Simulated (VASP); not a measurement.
# BeTe (F-43m) in VASP: a series of runs

The runs below take BeTe through band structure, with PBE-EpsX, PBE.

All numbers are computed with VASP 6.6.1; they aren't measurements. Logs are shortened: lines on timing, memory, paths and dates and some standing lists are left out, and cuts for length are marked.

## Step 1: The structure

It takes space group F-43m (No. 216, cubic). Conventional cell: a = 5.612 Å, b = 5.612 Å, c = 5.612 Å, α = 90.00°, β = 90.00°, γ = 90.00°. Be (site symmetry -43m) has 4 Te at 2.43 Å as nearest neighbours. Te (site symmetry -43m) has 4 Be at 2.43 Å as nearest neighbours.

## Step 2: Band structure, PBE-EpsX

File POSCAR:

```
BeTe                                    
1.0
    0.0000000000      2.8061350131      2.8061350131
    2.8061350131      0.0000000000      2.8061350131
    2.8061350131      2.8061350131      0.0000000000
  Be              Te            
     1     1
Direct
     0.0000000000000000    0.0000000000000000    0.0000000000000000
     0.2500000000000000    0.2500000000000000    0.2500000000000000
```

File INCAR.step1:

```
SYSTEM = BeTe
PREC     = Accurate       ! precision mode
ENCUT    = 520            ! plane-wave cutoff, eV
EDIFF    = 1E-8           ! SCF threshold, eV
ISMEAR   = 0              ! smearing method
SIGMA    = 0.03           ! smearing width, eV
LREAL    = .FALSE.        ! projectors in reciprocal space
LASPH    = .TRUE.         ! aspherical terms in the spheres
NELM     = 80             ! most SCF steps
ALGO     = Normal         ! electronic algorithm
ISIF     = 2              ! what is computed and relaxed
LWAVE    = .FALSE.        ! write WAVECAR
LCHARG   = .FALSE.        ! write CHGCAR
KPAR     = 4            
GGA      = PE             ! functional
LEPSILON = .TRUE.         ! dielectric tensor by DFPT
```

File KPOINTS.step1:

```
Automatic mesh
0
G
  8 8 8
  0 0 0
```

File INCAR.step2:

```
SYSTEM = BeTe
PREC     = Accurate       ! precision mode
ENCUT    = 520            ! plane-wave cutoff, eV
EDIFF    = 1E-5           ! SCF threshold, eV
ISMEAR   = 0              ! smearing method
SIGMA    = 0.03           ! smearing width, eV
LREAL    = .FALSE.        ! projectors in reciprocal space
LASPH    = .TRUE.         ! aspherical terms in the spheres
NELM     = 80             ! most SCF steps
ALGO     = Normal         ! electronic algorithm
ISIF     = 2              ! what is computed and relaxed
LWAVE    = .TRUE.         ! write WAVECAR
LCHARG   = .FALSE.        ! write CHGCAR
KPAR     = 4            
GGA      = PE             ! functional
```

File KPOINTS.step2:

```
regular mesh
0
G
  6 6 6
  0 0 0
```

File INCAR.step3:

```
SYSTEM = BeTe
PREC     = Accurate       ! precision mode
ENCUT    = 520            ! plane-wave cutoff, eV
EDIFF    = 1E-7           ! SCF threshold, eV
ISMEAR   = 0              ! smearing method
SIGMA    = 0.03           ! smearing width, eV
LREAL    = .FALSE.        ! projectors in reciprocal space
LASPH    = .TRUE.         ! aspherical terms in the spheres
NELM     = 80             ! most SCF steps
ALGO     = Normal         ! electronic algorithm
ISIF     = 2              ! what is computed and relaxed
LWAVE    = .FALSE.        ! write WAVECAR
LCHARG   = .FALSE.        ! write CHGCAR
GGA      = PE             ! functional
LHFCALC  = .TRUE.         ! exact exchange
AEXX     = 0.1316         ! exact-exchange fraction
PRECFOCK = Fast         
HFRCUT   = -1           
KPAR     = 4            
ISTART   = 1
```

File KPOINTS.step3:

```
regular mesh
0
G
  6 6 6
  0 0 0
```

File KPOINTS_OPT:

```
explicit points
6
Reciprocal
 0.0000000000  0.0000000000  0.0000000000 1
 0.3750000000  0.3750000000  0.7500000000 1
 0.5000000000  0.5000000000  0.5000000000 1
 0.6250000000  0.2500000000  0.6250000000 1
 0.5000000000  0.2500000000  0.7500000000 1
 0.5000000000  0.0000000000  0.5000000000 1
```

Potentials or basis: VASP PAW PBE potentials, release 64 (Be, Te).

Started as:

```sh
cat potpaw_PBE.64/Be/POTCAR potpaw_PBE.64/Te/POTCAR > POTCAR
cp INCAR.step1 INCAR
cp KPOINTS.step1 KPOINTS
mpirun -np 4 vasp_std > vasp.out
cp INCAR.step2 INCAR
cp KPOINTS.step2 KPOINTS
mpirun -np 4 vasp_std > vasp.out
cp INCAR.step3 INCAR
cp KPOINTS.step3 KPOINTS
mpirun -np 4 vasp_std > vasp.out
```

OUTCAR:

```text
SYSTEM = BeTe
   PREC = Accurate
   ENCUT = 520
   EDIFF = 1E-7
   ISMEAR = 0
   LREAL = .FALSE.
   LASPH = .TRUE.
   NELM = 80
   ISIF = 2
   GGA = PE
   LHFCALC = .TRUE.
   AEXX = 0.1316
   PRECFOCK = Fast
   ISTART = 1

 ion  position               nearest neighbor table
   1  0.000  0.000  0.000-   2 2.43   2 2.43   2 2.43   2 2.43
   2  0.250  0.250  0.250-   1 2.43   1 2.43   1 2.43   1 2.43

  LATTYP: Found a face centered cubic cell.
 ALAT       =     5.6122700262

  Lattice vectors:

 A1 = (   0.0000000000,   2.8061350131,   2.8061350131)
 A2 = (   2.8061350131,   0.0000000000,   2.8061350131)
 A3 = (   2.8061350131,   2.8061350131,   0.0000000000)

Analysis of symmetry for initial positions (statically):
=====================================================================
 Subroutine PRICEL returns:
 Original cell was already a primitive cell.

 Routine SETGRP: Setting up the symmetry group for a
 face centered cubic supercell.

 Subroutine GETGRP returns: Found 24 space group operations
 (whereof 24 operations were pure point group operations)
 out of a pool of 48 trial point group operations.

The static configuration has the point symmetry T_d .

Analysis of symmetry for dynamics (positions and initial velocities):
=====================================================================
 Subroutine PRICEL returns:
 Original cell was already a primitive cell.

 Routine SETGRP: Setting up the symmetry group for a
 face centered cubic supercell.

 Subroutine GETGRP returns: Found 24 space group operations
 (whereof 24 operations were pure point group operations)
 out of a pool of 48 trial point group operations.

The dynamic configuration has the point symmetry T_d .

 Subroutine INISYM returns: Found 24 space group operations
 (whereof 24 operations are pure point group operations),
 and found     1 'primitive' translations

----------------------------------------------------------------------------------------

                                     Primitive cell

  volume of cell :      44.1932

  direct lattice vectors                    reciprocal lattice vectors
     0.000000000  2.806135013  2.806135013    -0.178181020  0.178181020  0.178181020
     2.806135013  0.000000000  2.806135013     0.178181020 -0.178181020  0.178181020
     2.806135013  2.806135013  0.000000000     0.178181020  0.178181020 -0.178181020

  length of vectors
     3.968474193  3.968474193  3.968474193     0.308618580  0.308618580  0.308618580

  position of ions in fractional coordinates (direct lattice)
     0.000000000  0.000000000  0.000000000
     0.250000000  0.250000000  0.250000000

  ion indices of the primitive-cell ions
   primitive index   ion index
                 1           1
                 2           2

----------------------------------------------------------------------------------------

 KPOINTS: regular mesh

Automatic generation of k-mesh.
 Grid dimensions read from file:
 generate k-points for:    6    6    6

 Generating k-lattice:

  Cartesian coordinates                     Fractional coordinates (reciprocal lattice)
    -0.029696837  0.029696837  0.029696837     0.166666667  0.000000000  0.000000000
     0.029696837 -0.029696837  0.029696837     0.000000000  0.166666667  0.000000000
     0.029696837  0.029696837 -0.029696837     0.000000000  0.000000000  0.166666667

  Length of vectors
     0.051436430  0.051436430  0.051436430

  Shift w.r.t. Gamma in fractional coordinates (k-lattice)
     0.000000000  0.000000000  0.000000000

 Subroutine IBZKPT returns following result:
 ===========================================

 Found     16 irreducible k-points:

 Following reciprocal coordinates:
            Coordinates               Weight
  0.000000  0.000000  0.000000      1.000000
  0.166667  0.000000  0.000000      8.000000
  0.333333  0.000000  0.000000      8.000000
  0.500000  0.000000  0.000000      4.000000
  0.166667  0.166667  0.000000      6.000000
  0.333333  0.166667  0.000000     24.000000
[... 8 lines left out ...]
 -0.333333  0.333333  0.166667     24.000000
 -0.333333  0.500000  0.166667     12.000000
   k-points           NKPTS =     16   k-points in BZ     NKDIM =    216   number of bands    NBANDS=      8
   number of dos      NEDOS =    301   number of ions     NIONS =      2
   total plane-waves  NPLWV =  27000
   dimension x,y,z NGX =    30 NGY =   30 NGZ =   30
   dimension x,y,z NGXF=    60 NGYF=   60 NGZF=   60
   ions per type =               1   1
   NGX,Y,Z   is equivalent  to a cutoff of  12.57, 12.57, 12.57 a.u.
   NGXF,Y,Z  is equivalent  to a cutoff of  25.13, 25.13, 25.13 a.u.
 SYSTEM =  BeTe
   PREC   = accura    normal or accurate (medium, high low for compatibility)
   ISTART =      1    job   : 0-new  1-cont  2-samecut
   ICHARG =      0    charge: 1-file 2-atom 10-const
   ISPIN  =      1    spin polarized calculation?
   LNONCOLLINEAR =      F non collinear calculations
   LSORBIT =      F    spin-orbit coupling
   LASPH  =      T    aspherical Exc in radial PAW
   ENCUT  =  520.0 eV  38.22 Ry    6.18 a.u.   7.38  7.38  7.38*2*pi/ulx,y,z
   NELM   =     80;   NELMIN=  2; NELMDL=  0     # of ELM steps
   EDIFF  = 0.1E-06   stopping-criterion for ELM
   LREAL  =      F    real-space projection
   EDIFFG = 0.1E-05   stopping-criterion for IOM
   NSW    =      0    number of steps for IOM
   IBRION =     -1    ionic relax: 0-MD 1-quasi-New 2-CG
   NFREE  =      0    steps in history (QN), initial steepest desc. (CG)
   ISIF   =      2    stress and relaxation
   ISYM   =      3    0-nonsym 1-usesym 2-fastsym
   POTIM  = 0.5000    time-step for ionic-motion
   TEBEG  =    0.0;   TEEND  =   0.0 temperature during run
   PSTRESS=    0.0 pullay stress
   NELECT =       8.0000    total number of electrons
   NUPDOWN=      -1.0000    fix difference up-down
   EMIN   =  10.00;   EMAX   =-10.00  energy-range for DOS
   EFERMI =   0.00;   METHOD = LEGACY
   ISMEAR =     0;   SIGMA  =   0.03  broadening in eV -4-tet -1-fermi 0-gaus
   EFERMI_NEDOS =   21; number of points for ismear=-14 and -15
   IALGO  =     38    algorithm
   IMIX   =      1    mixing-type and parameters
     AMIX     =   0.40;   BMIX     =  1.00
     AMIX_MAG =   1.60;   BMIX_MAG =  1.00
  volume/ion in A,a.u.               =      22.10       149.12
  Fermi-wavevector in a.u.,A,eV,Ry     =   0.926089  1.750055 11.668923  0.857642
  Thomas-Fermi vector in A             =   2.052014
   LORBIT       =      0    0 simple, 1 ext, 2 COOP (PROOUT), +10 PAW based schemes
   GGA     = PE    functional components
   LHFCALC =     T    Hartree Fock is set to
   PRECFOCK=fast      Normal, Fast or Accurate (Low or Medium for compatibility)
   ENCUT4O =  -1.0   cutoff for four orbital integrals eV
   NKREDX  =     1    reduce k-point grid by
   NKREDY  =     1    reduce k-point grid by
   NKREDZ  =     1    reduce k-point grid by
   AEXX    =    0.1316 exact exchange contribution
   HFSCREEN=    0.0000 screening length (either q_TF or 0.3 A-1)
   HFSCREENC=   0.0000 screening length for correlation (either q_TF or 0.3 A-1)
   ENCUTFOCK=  -1.0 apply spherical cutoff to Coloumb kernel
   IVDW    =     0    specifies the selected vdW correction
   LEPSILON=     F    determine dielectric tensor
   LRPA    =     F    only Hartree local field effects (RPA)
 non-spin polarized calculation
 Gauss-broadening in eV      SIGMA  =   0.03
  energy-cutoff  :      520.00
  volume of cell :       44.19
 maximum number of plane-waves:      1243
 NGX is ok and might be reduce to    30
  NGX = 18; NGY = 18; NGZ = 18

 number of electron       8.0000000 magnetization

 Free energy of the ion-electron system (eV)
  ---------------------------------------------------
  ext. energy  EPLUGINS =         0.00000000
  ---------------------------------------------------
  free energy    TOTEN  =        -8.48558534 eV

  energy without entropy =       -8.48558534  energy(sigma->0) =       -8.48558534

 E-fermi :   4.9580     XC(G=0):  -8.1059

 val. band max:        4.8013190842   @ k =   0.0000   0.0000   0.0000
 cond. band min:       7.4320666897   @ k =   0.5000   0.5000   0.0000
 fundamental gap:      2.6307476055
 Fermi energy:         4.9579754868

 k-point     1 :       0.0000    0.0000    0.0000
  band No.  band energies     occupation
      1      -8.2371      2.00000
      2       4.8013      2.00000
      3       4.8013      2.00000
      4       4.8013      2.00000
      5       9.1975      0.00000
      6       9.1975      0.00000
      7       9.1975      0.00000
      8       9.4525      0.00000

 k-point     2 :       0.1667    0.0000    0.0000
  band No.  band energies     occupation
      1      -7.9569      2.00000
      2       2.6829      2.00000
      3       4.3994      2.00000
      4       4.3994      2.00000
      5       9.0538      0.00000
      6       9.7720      0.00000
      7       9.7720      0.00000
      8      11.4998      0.00000

 k-point     3 :       0.3333    0.0000    0.0000
  band No.  band energies     occupation
      1      -7.2543      2.00000
      2       0.0145      2.00000
      3       3.8171      2.00000
      4       3.8171      2.00000
      5       8.7608      0.00000
      6      10.2456      0.00000
      7      10.2456      0.00000
      8      13.5243      0.00000
[... 122 lines left out ...]
 k-point    15 :      -0.3333    0.3333    0.1667
  band No.  band energies     occupation
      1      -6.3568      2.00000
      2      -0.4188      2.00000
      3       1.0587      2.00000
      4       2.2263      2.00000
      5      10.0656      0.00000
      6      10.3412      0.00000
      7      12.6545      0.00000
      8      12.9876      0.00000

 k-point    16 :      -0.3333    0.5000    0.1667
  band No.  band energies     occupation
      1      -6.2006      2.00000
      2      -0.3566      2.00000
      3       1.1675      2.00000
      4       1.4980      2.00000
      5       9.2626      0.00000
      6       9.8616      0.00000
      7      13.1099      0.00000
      8      13.4173      0.00000

------------------------ aborting loop because EDIFF is reached ----------------------------------------

  FORCE on cell =-STRESS in cart. coord.  units (eV):
  Direction    XX          YY          ZZ          XY          YZ          ZX
  --------------------------------------------------------------------------------------
  -------------------------------------------------------------------------------------
  Total        0.3133438      0.3133438      0.3133438      0.0000000      0.0000000      0.0000000
  in kB       11.3599381     11.3599381     11.3599381      0.0000000      0.0000000      0.0000000
  external PRESSURE =      11.3599381 kB  Pullay stress =       0.0000000 kB

 VOLUME and BASIS-vectors are now :
 -----------------------------------------------------------------------------
  energy-cutoff  :      520.00
  volume of cell :       44.19
      direct lattice vectors                 reciprocal lattice vectors
     0.000000000  2.806135013  2.806135013    -0.178181020  0.178181020  0.178181020
     2.806135013  0.000000000  2.806135013     0.178181020 -0.178181020  0.178181020
     2.806135013  2.806135013  0.000000000     0.178181020  0.178181020 -0.178181020

 POSITION                                       TOTAL-FORCE (eV/Angst)
 -----------------------------------------------------------------------------------
      0.00000      0.00000      0.00000         0.000000     -0.000000      0.000000
      1.40307      1.40307      1.40307        -0.000000      0.000000     -0.000000
 -----------------------------------------------------------------------------------
    total drift:                                0.000000      0.000000      0.000000

  FREE ENERGIE OF THE ION-ELECTRON SYSTEM (eV)
  ---------------------------------------------------
  free  energy   TOTEN  =        -8.4855853393 eV

  energy  without entropy=       -8.4855853393  energy(sigma->0) =       -8.48558534
```

It took 4.6 min on 4 MPI ranks of Intel Xeon Platinum 8259CL at 2.50GHz (Skylake/Cascade Lake), shared host; peak memory 0.25 GiB.

What came out:

| Property | Result |
| --- | --- |
| Free energy | -8.4856 eV |
| Pressure | 1.1 GPa |
| Band gap on the k mesh | 2.63 eV, indirect (least direct gap 4.40 eV) |
| Band gap along the path | 2.63 eV, indirect (least direct gap 4.40 eV) |

Levels at points of the mesh, in eV from the valence-band top:
```
           k point  band 1  band 2  band 3  band 4  band 5  band 6  band 7  band 8
(0.00, 0.00, 0.00)  -13.04    0.00    0.00    0.00    4.40    4.40    4.40    4.65
(0.50, 0.00, 0.00)  -11.57   -5.97   -1.22   -1.22    3.85    5.40    5.40    8.71
(0.50, 0.50, 0.00)  -11.03   -5.52   -2.84   -2.84    2.63    3.37   10.87   10.87
```

Caveat: the PAW data sets were made with another functional, which shifts forces and pressure a little; spin-orbit coupling is left out, which moves the levels of the heavy elements.

## Step 3: Band structure, PBE

File INCAR:

```
PREC = Accurate ; ENCUT = 520
EDIFF = 1E-6 ; ISMEAR = 0
SIGMA = 0.03 ; LREAL = F
LASPH = T ; NELM = 80
ALGO = Fast ; ISIF = 2
LWAVE = F ; LCHARG = F
GGA = PE ; NBANDS = 11
```

File KPOINTS:

```
regular mesh
0
Gamma
  8 8 8
```

File POSCAR:

```
BeTe                                    
1.0
    0.0000000000      2.8061350129      2.8061350129
    2.8061350129      0.0000000000      2.8061350129
    2.8061350129      2.8061350129      0.0000000000
  Be              Te            
     1     1
Direct
     0.0000000000000000    0.0000000000000000    0.0000000000000000
     0.2500000000000000    0.2500000000000000    0.2500000000000000
```

File KPOINTS_OPT:

```
explicit points
252
Reciprocal
 0.0000000000  0.0000000000  0.0000000000 1
 0.0357142857  0.0000000000  0.0357142857 1
 0.0714285714  0.0000000000  0.0714285714 1
 0.1071428571  0.0000000000  0.1071428571 1
 0.1428571429  0.0000000000  0.1428571429 1
 0.1785714286  0.0000000000  0.1785714286 1
[... 244 lines left out ...]
 0.5109107100  0.0218214200  0.5109107100 1
 0.4890892900 -0.0218214200  0.4890892900 1
```

Potentials or basis: VASP PAW PBE potentials, release 64 (Be, Te).

Started as:

```sh
cat potpaw_PBE.64/Be/POTCAR potpaw_PBE.64/Te/POTCAR > POTCAR
mpirun -np 1 vasp_std > vasp.out
```

Run time: 35 s. Hardware: 1 thread of Intel Xeon 6975P-C (Granite Rapids), shared host; peak memory 0.18 GiB.

It converged, with:

| Property | Result |
| --- | --- |
| Free energy | -7.6172 eV |
| Pressure | 1.8 GPa |
| Band gap on the k mesh | 1.95 eV, indirect (least direct gap 3.60 eV) |
| Band gap along the path | 1.95 eV, indirect (least direct gap 3.60 eV) |

Levels at the corners of the path, in eV from the valence-band top:
```csv
point,band 1,band 2,band 3,band 4,band 5,band 6,band 7,band 8,band 9
Γ,-12.37,0.00,0.00,0.00,3.60,3.60,3.60,3.90,8.33
X,-10.49,-5.17,-2.68,-2.68,1.95,2.65,9.77,9.77,11.61
X,-10.49,-5.17,-2.68,-2.68,1.95,2.65,9.77,9.77,11.61
W,-10.46,-4.63,-3.75,-3.26,5.29,5.54,5.58,6.22,10.94
W,-10.46,-4.63,-3.75,-3.26,5.29,5.54,5.58,6.22,10.94
K,-10.52,-4.81,-3.94,-2.27,2.69,5.27,7.92,8.25,9.13
K,-10.52,-4.81,-3.94,-2.27,2.69,5.27,7.92,8.25,9.13
Γ,-12.37,0.00,0.00,0.00,3.60,3.60,3.60,3.90,8.33
Γ,-12.37,0.00,0.00,0.00,3.60,3.60,3.60,3.90,8.33
L,-11.00,-5.61,-1.15,-1.15,3.10,4.59,4.59,7.82,10.99
L,-11.00,-5.61,-1.15,-1.15,3.10,4.59,4.59,7.82,10.99
U,-10.52,-4.81,-3.94,-2.27,2.69,5.27,7.92,8.25,9.13
U,-10.52,-4.81,-3.94,-2.27,2.69,5.27,7.92,8.25,9.13
W,-10.46,-4.63,-3.75,-3.26,5.29,5.54,5.58,6.22,10.94
W,-10.46,-4.63,-3.75,-3.26,5.29,5.54,5.58,6.22,10.94
L,-11.00,-5.61,-1.15,-1.15,3.10,4.59,4.59,7.82,10.99
L,-11.00,-5.61,-1.15,-1.15,3.10,4.59,4.59,7.82,10.99
K,-10.52,-4.81,-3.94,-2.27,2.69,5.27,7.92,8.25,9.13
U,-10.52,-4.81,-3.94,-2.27,2.69,5.27,7.92,8.25,9.13
X,-10.49,-5.17,-2.68,-2.68,1.95,2.65,9.77,9.77,11.61
```

Caveat: spin-orbit coupling is left out, which moves the levels of the heavy elements.
